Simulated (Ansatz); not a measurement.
The system is HfSiO4 (Hafnon).

```
Hf Si O
1.0
    -3.28625    3.28625    2.98160
     3.28625   -3.28625    2.98160
     3.28625    3.28625   -2.98160
Hf Si O
2 2 8
Cartesian
  0.0000 0.0000 0.0000
  0.0000 3.2862 1.4908
  0.0000 0.0000 2.9816
  3.2862 0.0000 1.4908
  2.0736 3.2862 1.0746
  3.2863 -1.2126 2.5654
  1.2126 0.0000 4.0562
  3.2862 1.2126 2.5654
  2.0736 0.0000 0.4162
  0.0000 1.2126 1.9070
  4.4989 0.0000 0.4162
  3.2862 2.0736 -1.0746
```

```yaml
Program: Ansatz 0.2.0
Task: relaxation of cell and atoms
Functional: BLYP
Dispersion: D3(BJ)
Potentials_or_basis: Ansatz PAW
Cutoff: "420 eV (not typed: the program's choice for these potentials)"
k_mesh: 6 × 6 × 6
Occupations: fermi-dirac, width 0.05 eV
Spin: no spin polarisation
```

At the start: volume 10.73 Å³/atom.

Question: Where does the relaxation end?

Answer: It ends after 8 steps and the volume is 10.93 Å³/atom (+1.9 %); space group I4_1/amd (No. 141, to 0.05 Å).

Step by step:
| step | energy change (eV) | largest force (eV/Å) | volume (Å³) |
| --- | --- | --- | --- |
| 1 | 0.0000 | 0.1672 | 128.80 |
| 2 | -0.0172 | 0.3269 | 131.22 |
| 3 | -0.0248 | 0.0279 | 131.19 |
| 4 | -0.0255 | 0.0142 | 131.14 |
| 5 | -0.0259 | 0.0065 | 131.09 |
| 6 | -0.0404 | 0.0071 | 131.09 |
| 7 | -0.0398 | 0.0004 | 131.20 |
| 8 | -0.0404 | 0.0004 | 131.20 |

Final structure:
```
Hf Si O
1.0
    -3.30065    3.30065    3.01077
     3.30065   -3.30065    3.01077
     3.30065    3.30065   -3.01077
Hf Si O
2 2 8
Direct
  0.00000 0.00000 0.00000
  0.75000 0.25000 0.50000
  0.50000 0.50000 0.00000
  0.25000 0.75000 0.50000
  0.67939 0.49439 0.81500
  0.24439 0.92939 0.31500
  0.67939 0.86439 0.18500
  0.61439 0.92939 0.68500
  0.07061 0.38561 0.31500
  0.50561 0.32061 0.18500
  0.07061 0.75561 0.68500
  0.13561 0.32061 0.81500
```

Caveat: the plane-wave basis is chosen anew once the cell has moved, so the energies of steps on either side of that aren't comparable; the pressure holds a Pulay correction of +0.9 GPa for the finite cutoff; the PAW data sets come from PBE, with cores solved anew for the run's functional, which leaves a small shift of forces and pressure.
